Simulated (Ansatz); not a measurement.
**Si₂Mo (I4/mmm), work and stress of cleavage**

Theory: DFT PBE, scalar-relativistic, plane waves, PAW (Ansatz 0.2.0). The runs took a 420 eV cutoff, a Γ-centred 14×14×3 mesh and Gaussian smearing (0.15 eV). No spin polarisation. Energies are free energies at this smearing, counted from the undisturbed cell; pressure is positive in compression.

The undisturbed cell (relaxed at this level):

```xyz
12
Lattice="-3.2168 0.0000 0.0000 0.0000 -3.2168 0.0000 0.0000 0.0000 15.7460" Properties=species:S:1:pos:R:3 pbc="T T T"
Si   -1.6084   -1.6084    3.2878
Si    0.0000    0.0000   15.0973
Si   -1.6084   -1.6084   11.1608
Si    0.0000    0.0000    7.2243
Si   -1.6084   -1.6084    5.8843
Si    0.0000    0.0000    1.9478
Si   -1.6084   -1.6084   13.7573
Si    0.0000    0.0000    9.8208
Mo    0.0000    0.0000    4.5860
Mo   -1.6084   -1.6084    0.6495
Mo    0.0000    0.0000   12.4591
Mo   -1.6084   -1.6084    8.5225
```

The cut lies on the cell's a–b face, a (0 0 1) plane (indices in the standard cell, whose axes needn't be the Cartesian ones shown) of area 10.35 Å², between layers 1.30 Å apart. Vector c is lengthened by d along the normal with the atoms' Cartesian places fixed: one unrelaxed cut a cell. The traction is positive where the two halves pull on each other.

```
d (Å) energy (J/m²) traction (GPa)
-0.30           1.37          -106.0
-0.15           0.29           -42.0
 0.00           0.00             0.0
 0.25           0.54            37.2
 0.50           1.64            48.0
 0.75           2.82            45.3
 1.00           3.88            38.7
 1.50           5.45            24.1
 2.00           6.31            11.6
 3.00           6.90             2.5
 4.50           7.05             0.3
 6.00           7.07             0.1
```

What are the work of separation and the cleavage stress, and do they fit the universal binding curve?

The energy levels off near W ≈ 7.07 J/m² (the traction is down to 0.1 GPa), the energy of the two unrelaxed faces, 3.53 J/m² each on average. The largest sampled traction is 48.0 GPa at d = 0.50 Å, and a parabola through it and its two neighbours peaks at σ_max ≈ 48.6 GPa, d ≈ 0.57 Å. The curve E = W[1 − (1 + d/ℓ)exp(−d/ℓ)] peaks in traction at d = ℓ with σ_max = W/(eℓ); with 1 J/m² per Å = 10 GPa this W and σ_max give ℓ = 0.54 Å. A parabola through that curve at the same three d peaks at 0.57 Å, against 0.57 Å here, a fair fit. Real crystals break at far lower stress, because cracks concentrate it, and on the plane of lowest W, which needn't be this one.

The cut is rigid; relaxing the faces lowers these energies and usually the stresses.

In a metal these slopes depend on the k mesh and the smearing.

Cost: 12 runs of about 8.4 core-minutes in all, on Oxide Virtual Turin-like Processor (Zen 5) (shared hosts).